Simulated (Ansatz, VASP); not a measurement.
**One calculation of RbBr, two programs**

```
Rb Br
1.0
     4.11887    0.00000    0.00000
     0.00000    4.11887    0.00000
     0.00000    0.00000    4.18797
Rb Br
1 1
Direct
  0.00000 0.00000 0.00000
  0.50000 0.50000 0.50000
```

Alike in both runs: task single point; functional r2SCAN; k mesh 6 × 6 × 6; occupations gaussian, width 0.02 eV; no spin polarisation.

|  | VASP | Ansatz |
| --- | --- | --- |
| version | VASP 6.6.1 | Ansatz 0.2.0 |
| potentials or method | VASP PAW PBE potentials, release 64 (Rb_sv, Br) | scalar-relativistic, plane waves, PAW |
| plane-wave cutoff (eV) | 520 | 500 |
| valence electrons in the cell | 16 | 16 |

|  | VASP | Ansatz | Ansatz less VASP |
| --- | --- | --- | --- |
| gap on the k mesh at the Fermi level (eV) | 4.76 | 4.76 | -0.003 |
| least direct gap on the mesh (eV) | 4.91 | 4.91 | -0.003 |
| pressure (GPa) | -0.1 | -0.2 | -0.02 |
| largest component of the traceless stress (GPa) | 0.34 | 0.34 | 0.000 |

With one functional, cell and mesh, what is left measures potentials, basis and numerics.

Caveats: the PAW data sets were made with another functional, which shifts forces and pressure a little (VASP). A k mesh can miss the band edges. r2SCAN opens gaps a little over a GGA but as a rule still falls short of measured ones.
